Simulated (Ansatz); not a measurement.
Runs of Ansatz 0.2.0 on Te. It takes space group P3_121 (No. 152, trigonal). The conventional cell has a = 4.454 Å, b = 4.454 Å, c = 5.924 Å, α = 90.00°, β = 90.00°, γ = 120.00°. Around Te (site symmetry 2) lie 2 Te at 2.86 Å. 

```csv
screening (1/Å),gap on the mesh (eV),pressure (GPa),largest force (eV/Å)
0.4,(b),0.3,0.16
0.15,1.39,-0.3,0.35
0.6,0.94,0.7,0.05
0.2,1.29,(a),0.31
0.1,1.52,-0.3,0.38
0.3,1.15,0.0,(c)
```

Alike in all rows: task single point; level HSE06 form with a typed share of exact exchange; potentials or basis Ansatz PAW; no spin polarisation; cell as given; k mesh 4 × 4 × 3; cutoff (eV) 420; smearing fermi-dirac 0.05 eV.

**Question.** Estimate the missing entries.

**Answer.** (a) -0.2; (b) 1.05; (c) 0.23.

Caveats: odd divisions of the mesh miss points on the zone boundary, where band edges often lie, so the gap on the mesh can be too wide; spin-orbit coupling is left out, which moves the levels of the heavy elements; the PAW data sets come from PBE, with cores solved anew for the run's functional, which leaves a small shift of forces and pressure; the thresholds are loose for stress.

A k mesh can miss the band edges, and the runs leave out spin-orbit coupling on Te.
